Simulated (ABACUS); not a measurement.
## AgBr: equation of state with LDA

AgBr:

```
Ag Br
1.0
     0.00000    2.87015    2.87015
     2.87015    0.00000    2.87015
     2.87015    2.87015    0.00000
Ag Br
1 1
Cartesian
  0.0000 0.0000 0.0000
  2.8702 2.8702 2.8702
```

* Program: ABACUS 3.10.1
* Task: equation of state
* Functional: LDA
* Potentials or basis: PseudoDojo NC SR 0.4.1 LDA standard
* Cutoff: 1184 eV
* Density cutoff: 4735 eV
* Basis: plane waves
* k mesh: 6 × 6 × 6
* Occupations: fermi-dirac, width 0.05 eV
* Spin: no spin polarisation
* Radial cutoff of the potentials (pseudo_rcut): 7 bohr
* SCF threshold on the density: 1e-08
* Max SCF steps: 100
* Eigensolver: dav
* Mixing: broyden
* Mixing share: 0.7
* Symmetry key: 1
* Bands: 17

```
Equilibrium volume : 21.77 Å³/atom (rough: see the caveat)
Bulk modulus       : 63 GPa (rough)
```

Energy against volume, from the lowest point:
| volume (Å³/atom) | energy (meV/atom) |
| --- | --- |
| 22.225 | 0.00 |
| 23.171 | 13.76 |
| 24.116 | 38.42 |
| 25.062 | 71.36 |

All runs of the series together: 27 s on 4 threads of AMD EPYC 7R43 64-Core Processor (Zen 3) (shared host).

Caveat: the minimum lies outside the volumes run.
